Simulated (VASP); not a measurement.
Write the native input for VASP 6.6.1 that does the following.

- Task: relaxation of cell and atoms
- Functional: PBE
- Dispersion: D3(BJ)
- Potentials or basis: VASP PAW PBE potentials, release 64 (Zn)
- Cutoff: 600 eV
- k mesh: 10 × 10 × 6
- Occupations: fermi-dirac, width 0.05 eV
- Spin: no spin polarisation
- Ladder: gaps
- Further INCAR settings: ALGO = Normal; EDIFF = 1e-07; IBRION = 2; EDIFFG = -0.005; NSW = 40; ISIF = 3

The structure of Zn lies in POSCAR:

```
Zn
1.0
    2.6700000000      0.0000000000      0.0000000000
   -1.3350000000      2.3122878281      0.0000000000
    0.0000000000      0.0000000000      4.9660000000
Zn
2
Direct
    0.6666666667      0.3333333333      0.7500000000
    0.3333333333      0.6666666667      0.2500000000
```

The input as run:

INCAR

```
PREC = Accurate
ENCUT = 600
EDIFF = 1E-7
ISMEAR = -1
SIGMA = 0.05
LREAL = False
LASPH = True
NELM = 100
ALGO = Normal
ISIF = 3
LWAVE = False
LCHARG = False
GGA = PE
IVDW = 12
IBRION = 2
NSW = 40
EDIFFG = -0.005
```

KPOINTS

```
regular mesh
0
Gamma
  10 10 6
```

Potentials or basis: VASP PAW PBE potentials, release 64 (Zn).

Command:

```console
$ cat potpaw_PBE.64/Zn/POTCAR > POTCAR
$ mpirun -np 1 vasp_std > vasp.out
```

It gave:

The relaxed volume is 14.36 Å³/atom and the relaxed cell is a = 2.615 Å, b = 2.615 Å, c = 4.848 Å, α = 90.00°, β = 90.00°, γ = 120.00°. The space group after relaxing (to 0.05 Å) is P6_3/mmc (No. 194) and the energy gained by relaxing is 15.9 meV/atom. The ionic steps are 5, the pressure after relaxing is 0.0 GPa and the band gap on the k mesh is none (metal or under the smearing width). The dispersion energy per atom is -0.427 eV.

Caveat: pairwise dispersion overbinds metals, which lowers pressure and volume.

It took 72 s on 1 thread of Intel(R) Xeon(R) Platinum 8375C CPU @ 2.90GHz (Ice Lake), with other jobs on the host, peak memory 0.19 GiB.
